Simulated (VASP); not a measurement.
# Sn (Immm) in VASP: notebook

The runs below take Sn through single point, with PBE.

Everything below comes from runs of VASP 6.6.1. Logs are shortened: lines on timing, memory, paths and dates and some standing lists are left out, and cuts for length are marked.

### 1 Starting point

The structure is orthorhombic, space group Immm (No. 71). Conventional cell: a = 3.453 Å, b = 3.551 Å, c = 4.677 Å, α = 90.00°, β = 90.00°, γ = 90.00°. Sn (site symmetry mmm) has 12 Sn at 3.41 to 3.55 Å as nearest neighbours.

This isn't the form of Sn at room conditions, which is tetragonal (white tin).

### 2 Single point, PBE

The input, INCAR:

```
SYSTEM = Sn
ADDGRID = .FALSE.
ALGO = Normal
EDIFF = 1E-7
ENCUT = 450
GGA = PE
ISIF = 2
ISMEAR = 1
LASPH = .TRUE.
LCHARG = .FALSE.
LREAL = .FALSE.
LWAVE = .FALSE.
NELM = 100
PREC = Accurate
SIGMA = 0.2
```

The input, KPOINTS:

```
k-points
0
G
  19 19 19
  0 0 0
```

The input, POSCAR:

```
Sn
1.0
   -1.7265390000      1.7755470000      2.3383420000
    1.7265390000     -1.7755470000      2.3383420000
    1.7265390000      1.7755470000     -2.3383420000
Sn
1
Direct
    0.0000000000      0.0000000000      0.0000000000
```

Potentials or basis: VASP PAW PBE potentials, release 64 (Sn).

On the command line:

```sh
> cat potpaw_PBE.64/Sn/POTCAR > POTCAR
> mpirun -np 1 vasp_std > vasp.out
```

OUTCAR:

```text
SYSTEM = Sn
   EDIFF = 1E-7
   ENCUT = 450
   GGA = PE
   ISIF = 2
   ISMEAR = 1
   LASPH = .TRUE.
   LREAL = .FALSE.
   NELM = 100
   PREC = Accurate

 Found   1000 irreducible k-points:

 Following reciprocal coordinates:
            Coordinates               Weight
  0.000000  0.000000  0.000000      1.000000
  0.052632 -0.000000  0.000000      4.000000
  0.105263 -0.000000  0.000000      4.000000
  0.157895  0.000000  0.000000      4.000000
  0.210526  0.000000  0.000000      4.000000
  0.263158  0.000000  0.000000      4.000000
   k-points           NKPTS =   1000   k-points in BZ     NKDIM =   1000   number of bands    NBANDS=      6
   number of dos      NEDOS =    301   number of ions     NIONS =      1
   total plane-waves  NPLWV =  13824
   dimension x,y,z NGX =    24 NGY =   24 NGZ =   24
   dimension x,y,z NGXF=    48 NGYF=   48 NGZF=   48
   ions per type =               1
   NGX,Y,Z   is equivalent  to a cutoff of  11.71, 11.71, 11.71 a.u.
   NGXF,Y,Z  is equivalent  to a cutoff of  23.43, 23.43, 23.43 a.u.
 SYSTEM =  Sn
   PREC   = accura    normal or accurate (medium, high low for compatibility)
   ISTART =      0    job   : 0-new  1-cont  2-samecut
   ICHARG =      2    charge: 1-file 2-atom 10-const
   ISPIN  =      1    spin polarized calculation?
   LNONCOLLINEAR =      F non collinear calculations
   LSORBIT =      F    spin-orbit coupling
   LASPH  =      T    aspherical Exc in radial PAW
   ENCUT  =  450.0 eV  33.07 Ry    5.75 a.u.   5.89  5.89  5.89*2*pi/ulx,y,z
   NELM   =    100;   NELMIN=  2; NELMDL= -5     # of ELM steps
   EDIFF  = 0.1E-06   stopping-criterion for ELM
   LREAL  =      F    real-space projection
   EDIFFG = 0.1E-05   stopping-criterion for IOM
   NSW    =      0    number of steps for IOM
   IBRION =     -1    ionic relax: 0-MD 1-quasi-New 2-CG
   NFREE  =      0    steps in history (QN), initial steepest desc. (CG)
   ISIF   =      2    stress and relaxation
   ISYM   =      2    0-nonsym 1-usesym 2-fastsym
   POTIM  = 0.5000    time-step for ionic-motion
   TEBEG  =    0.0;   TEEND  =   0.0 temperature during run
   PSTRESS=    0.0 pullay stress
   NELECT =       4.0000    total number of electrons
   NUPDOWN=      -1.0000    fix difference up-down
   EMIN   =  10.00;   EMAX   =-10.00  energy-range for DOS
   EFERMI =   0.00;   METHOD = LEGACY
   ISMEAR =     1;   SIGMA  =   0.20  broadening in eV -4-tet -1-fermi 0-gaus
   EFERMI_NEDOS =   21; number of points for ismear=-14 and -15
   IALGO  =     38    algorithm
   IMIX   =      4    mixing-type and parameters
     AMIX     =   0.40;   BMIX     =  1.00
     AMIX_MAG =   1.60;   BMIX_MAG =  1.00
  volume/ion in A,a.u.               =      28.67       193.50
  Fermi-wavevector in a.u.,A,eV,Ry     =   0.849055  1.604482  9.808370  0.720895
  Thomas-Fermi vector in A             =   1.964816
   LORBIT       =      0    0 simple, 1 ext, 2 COOP (PROOUT), +10 PAW based schemes
   GGA     = PE    functional components
   LHFCALC =     F    Hartree Fock is set to
   AEXX    =    0.0000 exact exchange contribution
   IVDW    =     0    specifies the selected vdW correction
   LEPSILON=     F    determine dielectric tensor
   LRPA    =     F    only Hartree local field effects (RPA)
 non-spin polarized calculation
 Methfessel and Paxton  Order N= 1 SIGMA  =   0.20
  energy-cutoff  :      450.00
  volume of cell :       28.67
 maximum number of plane-waves:       634
   NGX = 11   NGY = 11   NGZ = 11

 number of electron       4.0000000 magnetization

 Free energy of the ion-electron system (eV)
  ---------------------------------------------------
  ext. energy  EPLUGINS =         0.00000000
  ---------------------------------------------------
  free energy    TOTEN  =        -3.77144319 eV

  energy without entropy =       -3.77107050  energy(sigma->0) =       -3.77131896

 E-fermi :   4.9664     XC(G=0):  -9.9655

 val. band max:        4.9653892587   @ k =   0.4737  -0.4737   0.1579
 cond. band min:       4.9710877671   @ k =   0.2632  -0.0526   0.0526
 fundamental gap:      0.0056985083
 Fermi energy:         4.9664071604

 k-point     1 :       0.0000    0.0000    0.0000
  band No.  band energies     occupation
      1      -5.8250      2.00000
      2      11.9807      0.00000
      3      12.1241      0.00000
      4      12.5299      0.00000
      5      15.5903      0.00000
      6      15.8025      0.00000

 k-point     2 :       0.0526   -0.0000    0.0000
  band No.  band energies     occupation
      1      -5.7715      2.00000
      2      11.3819      0.00000
      3      12.0213      0.00000
      4      12.4163      0.00000
      5      15.1195      0.00000
      6      16.1736      0.00000

 k-point     3 :       0.1053   -0.0000    0.0000
  band No.  band energies     occupation
      1      -5.6109      2.00000
      2       9.9963      0.00000
      3      11.8802      0.00000
      4      12.1269      0.00000
      5      14.8172      0.00000
      6      16.5077      0.00000

 k-point     4 :       0.1579    0.0000    0.0000
  band No.  band energies     occupation
      1      -5.3437      2.00000
      2       8.4196     -0.00000
      3      11.6972      0.00000
      4      11.7549      0.00000
      5      14.6060      0.00000
      6      16.8571      0.00000

 k-point     5 :       0.2105    0.0000    0.0000
  band No.  band energies     occupation
      1      -4.9709      2.00000
      2       6.8383     -0.00000
      3      11.3693      0.00000
      4      11.5050      0.00000
      5      14.4557      0.00000
      6      16.5604      0.00000

 k-point     6 :       0.2632    0.0000    0.0000
  band No.  band energies     occupation
      1      -4.4950      2.00000
      2       5.3170     -0.03261
      3      11.0105      0.00000
      4      11.3276      0.00000
      5      14.3675      0.00000
      6      16.0657      0.00000

 [... further k-points ...]

------------------------ aborting loop because EDIFF is reached ----------------------------------------

  FORCE on cell =-STRESS in cart. coord.  units (eV):
  Direction    XX          YY          ZZ          XY          YZ          ZX
  --------------------------------------------------------------------------------------
  -------------------------------------------------------------------------------------
  Total       -0.1678955     -0.2606150     -0.2036156      0.0000000      0.0000000      0.0000000
  in kB       -9.3815188    -14.5624134    -11.3774518      0.0000000      0.0000000      0.0000000
  external PRESSURE =     -11.7737946 kB  Pullay stress =       0.0000000 kB

 VOLUME and BASIS-vectors are now :
 -----------------------------------------------------------------------------
  energy-cutoff  :      450.00
  volume of cell :       28.67
      direct lattice vectors                 reciprocal lattice vectors
    -1.726539000  1.775547000  2.338342000     0.000000000  0.281603359  0.213826720
     1.726539000 -1.775547000  2.338342000     0.289596702  0.000000000  0.213826720
     1.726539000  1.775547000 -2.338342000     0.289596702  0.281603359  0.000000000

 POSITION                                       TOTAL-FORCE (eV/Angst)
 -----------------------------------------------------------------------------------
      0.00000      0.00000      0.00000         0.000000      0.000000      0.000000
 -----------------------------------------------------------------------------------
    total drift:                                0.000000     -0.000000     -0.000000

  FREE ENERGIE OF THE ION-ELECTRON SYSTEM (eV)
  ---------------------------------------------------
  free  energy   TOTEN  =        -3.7714431920 eV

  energy  without entropy=       -3.7710704952  energy(sigma->0) =       -3.77131896
```

It took 36 s on 1 thread of Intel Xeon 6975P-C (Granite Rapids), shared host; peak memory 0.26 GiB.

The run converged, but some of its settings lie outside the range that counts as converged, so its numbers aren't taken as properties of the crystal.

Results:

| Item | Value |
| --- | --- |
| Free energy | -3.7714 eV |
| Pressure | -1.2 GPa |
| Band gap on the k mesh | none (metal or under the smearing width) |

### 3 Single point, PBE

INCAR is that of step 2.

KPOINTS is that of step 2.

The input, POSCAR:

```
Sn
1.0
   -1.6810770000      1.7214010000      2.3373330000
    1.7271670000     -1.7623000000      2.4024190000
    1.7145940000      1.7948920000     -2.3683880000
Sn
1
Direct
    0.0245380000     -0.0183670000      0.0024320000
```

Potentials or basis: VASP PAW PBE potentials, release 64 (Sn).

On the command line:

```sh
> cat potpaw_PBE.64/Sn/POTCAR > POTCAR
> mpirun -np 1 vasp_std > vasp.out
```

OUTCAR:

```text
SYSTEM = Sn
   EDIFF = 1E-7
   ENCUT = 450
   GGA = PE
   ISIF = 2
   ISMEAR = 1
   LASPH = .TRUE.
   LREAL = .FALSE.
   NELM = 100
   PREC = Accurate

 Found   3430 irreducible k-points:

 Following reciprocal coordinates:
            Coordinates               Weight
  0.000000  0.000000  0.000000      1.000000
  0.052632 -0.000000  0.000000      2.000000
  0.105263 -0.000000  0.000000      2.000000
  0.157895 -0.000000  0.000000      2.000000
  0.210526  0.000000  0.000000      2.000000
  0.263158  0.000000  0.000000      2.000000
   k-points           NKPTS =   3430   k-points in BZ     NKDIM =   3430   number of bands    NBANDS=      6
   number of dos      NEDOS =    301   number of ions     NIONS =      1
   total plane-waves  NPLWV =  13824
   dimension x,y,z NGX =    24 NGY =   24 NGZ =   24
   dimension x,y,z NGXF=    48 NGYF=   48 NGZF=   48
   ions per type =               1
   NGX,Y,Z   is equivalent  to a cutoff of  11.89, 11.59, 11.63 a.u.
   NGXF,Y,Z  is equivalent  to a cutoff of  23.79, 23.17, 23.26 a.u.
 SYSTEM =  Sn
   PREC   = accura    normal or accurate (medium, high low for compatibility)
   ISTART =      0    job   : 0-new  1-cont  2-samecut
   ICHARG =      2    charge: 1-file 2-atom 10-const
   ISPIN  =      1    spin polarized calculation?
   LNONCOLLINEAR =      F non collinear calculations
   LSORBIT =      F    spin-orbit coupling
   LASPH  =      T    aspherical Exc in radial PAW
   ENCUT  =  450.0 eV  33.07 Ry    5.75 a.u.   5.80  5.96  5.93*2*pi/ulx,y,z
   NELM   =    100;   NELMIN=  2; NELMDL= -5     # of ELM steps
   EDIFF  = 0.1E-06   stopping-criterion for ELM
   LREAL  =      F    real-space projection
   EDIFFG = 0.1E-05   stopping-criterion for IOM
   NSW    =      0    number of steps for IOM
   IBRION =     -1    ionic relax: 0-MD 1-quasi-New 2-CG
   NFREE  =      0    steps in history (QN), initial steepest desc. (CG)
   ISIF   =      2    stress and relaxation
   ISYM   =      2    0-nonsym 1-usesym 2-fastsym
   POTIM  = 0.5000    time-step for ionic-motion
   TEBEG  =    0.0;   TEEND  =   0.0 temperature during run
   PSTRESS=    0.0 pullay stress
   NELECT =       4.0000    total number of electrons
   NUPDOWN=      -1.0000    fix difference up-down
   EMIN   =  10.00;   EMAX   =-10.00  energy-range for DOS
   EFERMI =   0.00;   METHOD = LEGACY
   ISMEAR =     1;   SIGMA  =   0.20  broadening in eV -4-tet -1-fermi 0-gaus
   EFERMI_NEDOS =   21; number of points for ismear=-14 and -15
   IALGO  =     38    algorithm
   IMIX   =      4    mixing-type and parameters
     AMIX     =   0.40;   BMIX     =  1.00
     AMIX_MAG =   1.60;   BMIX_MAG =  1.00
  volume/ion in A,a.u.               =      28.67       193.50
  Fermi-wavevector in a.u.,A,eV,Ry     =   0.849055  1.604482  9.808370  0.720895
  Thomas-Fermi vector in A             =   1.964816
   LORBIT       =      0    0 simple, 1 ext, 2 COOP (PROOUT), +10 PAW based schemes
   GGA     = PE    functional components
   LHFCALC =     F    Hartree Fock is set to
   AEXX    =    0.0000 exact exchange contribution
   IVDW    =     0    specifies the selected vdW correction
   LEPSILON=     F    determine dielectric tensor
   LRPA    =     F    only Hartree local field effects (RPA)
 non-spin polarized calculation
 Methfessel and Paxton  Order N= 1 SIGMA  =   0.20
  energy-cutoff  :      450.00
  volume of cell :       28.67
 maximum number of plane-waves:       636
   NGX = 11   NGY = 11   NGZ = 11

 number of electron       4.0000000 magnetization

 Free energy of the ion-electron system (eV)
  ---------------------------------------------------
  ext. energy  EPLUGINS =         0.00000000
  ---------------------------------------------------
  free energy    TOTEN  =        -3.77141713 eV

  energy without entropy =       -3.77124883  energy(sigma->0) =       -3.77136103

 E-fermi :   4.9570     XC(G=0):  -9.9655

 val. band max:        4.9566976618   @ k =  -0.3158  -0.2632   0.1579
 cond. band min:       4.9582353079   @ k =  -0.2632   0.1053   0.4737
 fundamental gap:      0.0015376462
 Fermi energy:         4.9569996198

 k-point     1 :       0.0000    0.0000    0.0000
  band No.  band energies     occupation
      1      -5.8260      2.00000
      2      11.8358      0.00000
      3      12.2038      0.00000
      4      12.5674      0.00000
      5      15.5968      0.00000
      6      15.7613      0.00000

 k-point     2 :       0.0526   -0.0000    0.0000
  band No.  band energies     occupation
      1      -5.7712      2.00000
      2      11.6038      0.00000
      3      11.8218      0.00000
      4      12.3757      0.00000
      5      15.0957      0.00000
      6      15.9648      0.00000
[... 28 lines left out ...]
 k-point     6 :       0.2632    0.0000    0.0000
  band No.  band energies     occupation
      1      -4.4622      2.00000
      2       5.5027     -0.00079
      3      10.9647      0.00000
      4      11.0548      0.00000
      5      14.2137      0.00000
      6      16.0639      0.00000

 [... further k-points ...]

------------------------ aborting loop because EDIFF is reached ----------------------------------------

  FORCE on cell =-STRESS in cart. coord.  units (eV):
  Direction    XX          YY          ZZ          XY          YZ          ZX
  --------------------------------------------------------------------------------------
  -------------------------------------------------------------------------------------
  Total       -0.1786756     -0.2700184     -0.1913557     -0.0008644      0.0392963     -0.0478626
  in kB       -9.9838788    -15.0878501    -10.6924027     -0.0483000      2.1957616     -2.6744249
  external PRESSURE =     -11.9213772 kB  Pullay stress =       0.0000000 kB

 VOLUME and BASIS-vectors are now :
 -----------------------------------------------------------------------------
  energy-cutoff  :      450.00
  volume of cell :       28.67
      direct lattice vectors                 reciprocal lattice vectors
    -1.681077000  1.721401000  2.337333000    -0.004822354  0.286321943  0.213499049
     1.727167000 -1.762300000  2.402419000     0.288499269 -0.000911461  0.208168231
     1.714594000  1.794892000 -2.368388000     0.287885548  0.281643047 -0.000369160

 POSITION                                       TOTAL-FORCE (eV/Angst)
 -----------------------------------------------------------------------------------
      1.65836     -1.68333      2.40989         0.000000      0.000000     -0.000000
 -----------------------------------------------------------------------------------
    total drift:                               -0.000000      0.000000      0.000000

  FREE ENERGIE OF THE ION-ELECTRON SYSTEM (eV)
  ---------------------------------------------------
  free  energy   TOTEN  =        -3.7714171281 eV

  energy  without entropy=       -3.7712488311  energy(sigma->0) =       -3.77136103
```

OSZICAR:

```text
N       E                     dE             d eps       ncg     rms          rms(c)
DAV:   1     0.606665539115E+00    0.60667E+00   -0.13681E+03 41532   0.427E+02
DAV:   2    -0.373718342165E+01   -0.43438E+01   -0.41340E+01 56400   0.376E+01
DAV:   3    -0.378502879355E+01   -0.47845E-01   -0.47594E-01 49320   0.439E+00
DAV:   4    -0.378509843471E+01   -0.69641E-04   -0.69640E-04 58512   0.193E-01
DAV:   5    -0.378509853741E+01   -0.10270E-06   -0.10247E-06 50304   0.507E-03    0.129E+00
DAV:   6    -0.377679507633E+01    0.83035E-02   -0.21534E-03 48966   0.317E-01    0.756E-01
DAV:   7    -0.377134212799E+01    0.54529E-02   -0.61179E-03 44124   0.536E-01    0.530E-02
DAV:   8    -0.377141566269E+01   -0.73535E-04   -0.68167E-05 57612   0.659E-02    0.868E-03
DAV:   9    -0.377141712630E+01   -0.14636E-05   -0.24885E-06 50412   0.130E-02    0.320E-03
DAV:  10    -0.377141712805E+01   -0.17532E-08   -0.48835E-07 52146   0.456E-03
   1 F= -.37714171E+01 E0= -.37713610E+01  d E =-.168297E-03
```

stdout:

```text
POSCAR found type information on POSCAR Sn
 POSCAR found :  1 types and       1 ions
 scaLAPACK will be used
 LDA part: xc-table for (Slater+PW92), standard interpolation
 POSCAR, INCAR and KPOINTS ok, starting setup
 FFT: planning ... GRIDC
 FFT: planning ... GRID_SOFT
 FFT: planning ... GRID
 WAVECAR not read
 entering main loop
```

Run time: 2.5 min. Hardware: 1 thread of Intel Xeon 6975P-C (Granite Rapids), shared host; peak memory 0.62 GiB.

These settings aren't checked as converged: the numbers below hold their error.

What came out:

| Property | Result |
| --- | --- |
| Free energy | -3.7714 eV |
| Pressure | -1.2 GPa |
| Band gap on the k mesh | none (metal or under the smearing width) |

### 4 The reference run

An earlier run on the cell as given: functional PBE; potentials or basis VASP PAW PBE potentials, release 64 (Sn_d); cutoff 520 eV; k mesh 11 × 11 × 11; occupations fermi-dirac, width 0.05 eV; no spin polarisation.

- Pressure: -1.1 GPa
- Band gap on the k mesh: none (metal or under the smearing width)
